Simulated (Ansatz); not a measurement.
# TiAl3: the cost of one run

Computed with Ansatz 0.2.0 (DFT r2SCAN, scalar-relativistic, plane waves, PAW, unless a step's input says otherwise).

2 further runs of the same task are left out: 2 set aside as unsound or not needed. Runs told in other sessions of the task aren't counted.

## 1. The starting structure

The structure is cubic, space group Pm-3m (No. 221). Conventional cell: a = 3.956 Å, b = 3.956 Å, c = 3.956 Å, α = 90.00°, β = 90.00°, γ = 90.00°. Ti (site symmetry m-3m) has 12 Al at 2.80 Å in its first shell of neighbours. Al (site symmetry 4/mmm) has 4 Ti at 2.80 Å and 8 Al at 2.80 Å in its first shell of neighbours.

As a file:

```cif
data_structure
_symmetry_space_group_name_H-M 'Pm-3m'
_symmetry_Int_Tables_number 221
_cell_length_a 3.9557
_cell_length_b 3.9557
_cell_length_c 3.9557
_cell_angle_alpha 90.000
_cell_angle_beta 90.000
_cell_angle_gamma 90.000
_cell_volume 61.90
loop_
_atom_site_label
_atom_site_type_symbol
_atom_site_symmetry_multiplicity
_atom_site_Wyckoff_symbol
_atom_site_fract_x
_atom_site_fract_y
_atom_site_fract_z
_atom_site_occupancy
Ti1 Ti 1 a 0.00000 0.00000 0.00000 1
Al1 Al 3 c 0.50000 0.50000 0.00000 1
```

It goes back to an entry of the Materials Project, which need not be the stable form.

It is built from the cell relaxed beforehand with the same method (15.47 Å³/atom).

## 2. The undisturbed cell

input.yaml reads:

```yaml
crystal:
  lattice:
    - [3.95567125, 0.0, 0.0]
    - [0.0, 3.95567125, 0.0]
    - [0.0, 0.0, 7.9113425]
  atoms:
    - { symbol: Ti, position: [0.0, 0.0, 0.0] }
    - { symbol: Ti, position: [0.0, 0.0, 0.5] }
    - { symbol: Al, position: [0.5, 0.5, 0.0] }
    - { symbol: Al, position: [0.5, 0.5, 0.5] }
    - { symbol: Al, position: [0.5, 0.0, 0.25] }
    - { symbol: Al, position: [0.5, 0.0, 0.75] }
    - { symbol: Al, position: [0.0, 0.5, 0.25] }
    - { symbol: Al, position: [0.0, 0.5, 0.75] }
basis:
  ecutwfc: 500
kpoints:
  mp_grid: { grid: [12, 12, 6] }
hamiltonian:
  xc: r2scan
scf:
  occupations: { method: gaussian, width: 0.15 }
output:
  forces: true
  stress: true
  eigenvalues: true
```

The run is started by

```sh
ansatz run input.yaml --threads 2 --pin off --max-ram 5120MiB --backend cpu --events-out ev --progress --plain --runs-dir out
```

Q: Estimate wall time and peak memory on 2 threads of Intel Xeon Platinum 8488C (Sapphire Rapids), shared host.

About 18 s, with a peak of 0.88 GiB.
